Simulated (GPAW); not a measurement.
## HfC in GPAW: convergence with grid spacing (A)

Crystal: HfC.

```
CELL_PARAMETERS angstrom
0.00000 2.32500 2.32500
2.32500 0.00000 2.32500
2.32500 2.32500 0.00000
ATOMIC_POSITIONS crystal
Hf 0.50000 0.50000 0.50000
C 0.00000 0.00000 0.00000
```

```yaml
Program: GPAW 26.7.0
Task: convergence study
Functional: PBE
Potentials_or_basis: GPAW PAW data sets (gpaw-data 1.2.1)
Basis: fd
Grid_spacing: 0.26 Å
k_mesh: 10 × 10 × 10
Occupations: fermi-dirac, width 0.05 eV
Spin: no spin polarisation
```

These are the settings of the first run; the series varies grid spacing (A), with any setting tied to it.

Hardware: 1 thread of Intel(R) Xeon(R) Platinum 8259CL CPU @ 2.50GHz (Skylake/Cascade Lake) (shared host).

Q: The values tried are 0.26, 0.23, 0.2, 0.18, 0.16, 0.14, 0.12, loosest first. From which on does the energy stay within 1 meV/atom of the tightest run that finished?

A: From 0.14 on.

| grid spacing (A) | energy less the tightest run, at zero smearing (meV/atom) | SCF cycles | CPU time (s) | peak memory (GiB) |
| --- | --- | --- | --- | --- |
| 0.26 | -2.55 | 9 | 28 | 0.18 |
| 0.23 | -2.55 | 9 | 26 | 0.18 |
| 0.2 | -2.55 | 9 | 25 | 0.18 |
| 0.18 | 3.60 | 9 | 55 | 0.27 |
| 0.16 | 3.60 | 9 | 53 | 0.26 |
| 0.14 | 0.80 | 9 | 110 | 0.4 |
| 0.12 | 0.00 | 9 | 180 | 0.61 |

The tightest run that finished is the yardstick and may itself not be fully converged.

 Spin-orbit coupling is left out, which matters for the levels of Hf.
